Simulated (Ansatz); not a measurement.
# Input and output of a self-consistent single point for RuO2 (Cmm2, 6 atoms in the cell) (Ansatz)

Method of the run: PBEsol, default PAW files made with PBE (plane waves; Ansatz, an electronic-structure program).

Input:

Ansatz 0.2 input:
```yaml
# RuO2
crystal:
  lattice:
    - [4.503470, 0.000000, 0.000000]
    - [0.000000, 4.503470, 0.000000]
    - [0.000000, 0.000000, 3.119330]
  atoms:
    - { symbol: Ru, position: [0.000000, 0.000000, 0.016029] }
    - { symbol: Ru, position: [0.500000, 0.500000, 0.500000] }
    - { symbol: O, position: [0.306000, 0.306000, 0.000000] }
    - { symbol: O, position: [0.806000, 0.194000, 0.500000] }
    - { symbol: O, position: [0.194000, 0.806000, 0.500000] }
    - { symbol: O, position: [0.694000, 0.694000, 0.000000] }
basis:
  ecutwfc: 420.0
kpoints:
  mp_grid:
    grid: [7, 7, 11]
hamiltonian:
  xc: pbesol
  pseudopotentials:
    kind: paw
scf:
  occupations:
    method: gaussian
    width: 0.1
output:
  forces: true
  eigenvalues: true
  stress: true
```

The program printed (abridged):

```
WARN ansatz: RAYON_NUM_THREADS=1 ignored (pool sized by the plan → 1); use --threads N
Pseudopotentials: kind: paw
Pseudopotential: Ru, paw, valence charge 16
Pseudopotential: O, paw, valence charge 6
Crystal: 6 atoms, lattice volume = 63.264 Å³
Basis set: ecut = 420 eV, 1227 PW (Γ), exchange–correlation on 64×64×48 points (8 copies of the dense FFT grid, shifted against one another)
Bands: 34, of which v1, the nominal top of the filled ones, is band 28 counted from 1 (27 counted from 0)
Symmetry: 4 space group operations
Space group: Cmm2 (ITA 35), of the structure as read, at distance tolerance 4.0e-5 Å
k-points: 96 of 539 (time reversal used)
PAW frozen core: Ru, regenerated for the run's functional, and the local potential with it
PAW frozen core: O, regenerated for the run's functional, and the local potential with it
Initial density: superposition of atomic densities (neutral atoms: chi_scale 0, normalization atom), corrected by the library's trained network
Initial wavefunctions: pseudopotential atomic-orbital guess
Eigensolver: davidson
Functional: x = pbesol(κ = 0.804, μ = 0.12345679012345678), c = pbesol(β = 0.046)
SCF iter   1: F=—  HF=-13872.790918 eV  |F-HF|=—  |Δ(HF+E_count)|=         —  Δρ=2.11e-2  dr2=1.96e-1  ethr=1.77e-3  ⟨swp⟩=5.5  Hψ=12386  notcnv=0
all-band conjugate gradients solve this SCF's bands
preconditioner: auto → LDOS
SCF iter   2: F=—  HF=-13872.754320 eV  |F-HF|=—  |Δ(HF+E_count)|=   3.66e-2  Δρ=8.23e-3  dr2=2.20e-2  ethr=3.50e-4  ⟨swp⟩=2.0  Hψ=6292  notcnv=0  defer=112
SCF iter   3: F=—  HF=-13872.746740 eV  |F-HF|=—  |Δ(HF+E_count)|=   7.58e-3  Δρ=2.26e-3  dr2=1.95e-3  ethr=3.92e-5  ⟨swp⟩=2.0  Hψ=6304  notcnv=0  defer=112
SCF iter   4: F=—  HF=-13872.746254 eV  |F-HF|=—  |Δ(HF+E_count)|=   4.86e-4  Δρ=4.98e-4  dr2=1.29e-4  ethr=3.49e-6  ⟨swp⟩=2.7  Hψ=6252  notcnv=0  defer=112
SCF iter   5: F=—  HF=-13872.746233 eV  |F-HF|=—  |Δ(HF+E_count)|=   2.08e-5  Δρ=1.24e-4  dr2=5.14e-6  ethr=2.31e-7  ⟨swp⟩=2.0  Hψ=4484  notcnv=0  defer=112
SCF iter   6: F=—  HF=-13872.746242 eV  |F-HF|=—  |Δ(HF+E_count)|=   8.75e-6  Δρ=1.68e-5  dr2=7.56e-8  ethr=1.79e-10  ⟨swp⟩=7.8  Hψ=16018  notcnv=0
SCF iter   7: F=-13872.746242 eV  HF=-13872.746242 eV  |F-HF|=1.55e-9  |Δ(HF+E_count)|=   6.02e-8  Δρ=3.11e-6  dr2=3.70e-9  ethr=1.35e-10  ⟨swp⟩=2.2  Hψ=12067  notcnv=0
SCF 1 converged in 7 iterations: F = -13872.746242 eV  dr2 = 3.70e-9
SCF converged after 7 iterations
Free energy (F): -13872.746242 eV
Harris-Foulkes:  -13872.746242 eV  (|F-HF|=1.55e-9)
Internal energy: -13872.727976 eV  (E = F + TS)
E sigma→0 (E₀):  -13872.737109 eV
Entropy (-TS):   -0.018266 eV (-3.044 meV/atom)
Fermi energy:    12.747054 eV
--- Per-component energies (eV) ---
  E_band       = -384.011137
  E_kinetic    = 1713.438191
  E_local      = -4760.861339  (includes V_loc(G=0)·N_el)
  E_nonlocal   = 884.064112
  E_hartree    = 1602.665008
  E_xc         = -663.236038
  E_vxc        = -842.036179  (∫ρ·V_xc dr)
  E_paw        = -7406.123450  (= ΣΔE_a)
  E_vpaw       = -583.952425  (= ΣTr[D̂ρ^β])
  E_aug_tail   = 0.009342  (compensation charges beyond the density's cutoff)
  E_ewald      = -5243.331545
  E_core_change = 0.647744  (= ΣΔE_core)
  E_smearing   = -0.018266  (= −TS)
  E_closure    = 0.000000  (closes the sum)
  Σ components = -13872.746242   (vs F -13872.746242, Δ=0.00e0)
--- Forces (eV/Å), atoms counted from 1 ---
  atom   1  Ru     0.00000000     0.00000000    -1.15681600
  atom   2  Ru     0.00000000     0.00000000    -0.14054520
  atom   3  O      0.03506116     0.03506116     0.13364162
  atom   4  O      0.01099138    -0.01099138     0.51503914
  atom   5  O     -0.01099138     0.01099138     0.51503914
  atom   6  O     -0.03506116    -0.03506116     0.13364162
  max |Σ_I F_I| component: 3.27e-7 eV/Å
--- Stress (GPa, compression-positive) ---
       -6.103573      -0.178172      -0.000000
       -0.178172      -6.103573       0.000000
       -0.000000       0.000000      -8.075997
  P = ⅓ Tr σ = -6.7610 GPa (-67.610 kbar)
  The stress holds the Pulay correction. Without it, at fixed plane waves, as pw.x and ABINIT print it: P = -7.6024 GPa
--- Band table (eV; the first three rows and the last of 96) ---
  k-point 0: bands = ["-60.6780", "-60.6612", "-30.9661", "-30.9531", "-30.5500", "-30.5446", "-30.5301", "-30.5149", "-7.4023", "-6.3429", "-5.3880", "-5.3719", "4.2810", "4.3800", "5.5117", "5.9010", "5.9181", "8.4524", "8.5032", "8.5058", [...]
  k-point 1: bands = ["-60.6771", "-60.6605", "-30.9649", "-30.9518", "-30.5584", "-30.5478", "-30.5297", "-30.5279", "-7.3290", "-6.3029", "-5.4314", "-5.4154", "4.3631", "4.4921", "5.5979", "5.9292", "5.9456", "8.1932", "8.5943", "8.5967", [...]
  k-point 2: bands = ["-60.6748", "-60.6584", "-30.9617", "-30.9486", "-30.5955", "-30.5693", "-30.5420", "-30.5221", "-7.1239", "-6.2009", "-5.5459", "-5.5302", "4.5897", "4.8054", "5.8537", "6.0217", "6.0361", "7.5980", "8.7168", "8.8023", [...]
  k-point 95: bands = ["-60.6673", "-60.6519", "-30.9526", "-30.9400", "-30.7115", "-30.6962", "-30.5238", "-30.5038", "-6.1503", "-6.0162", "-5.9903", "-5.8798", "5.5317", "5.7089", "5.7681", "5.8433", "6.4777", "6.7723", "7.9260", "7.9274", [...]
```

The run converged in 7 iterations.

The starting cell has typed, rounded lattice constants, without a prior relaxation at this level. Its lattice was rescaled by up to half a per cent. One atom was moved a little off its site on purpose. Spin polarisation is off. With a pressure of about -7 GPa the cell is away from its equilibrium volume at this level. Forces in this geometry exceed 1 eV/Å. Ansatz's pressure includes its estimate of the finite-basis (Pulay) stress. Without the estimate this run gives -7.60 GPa.
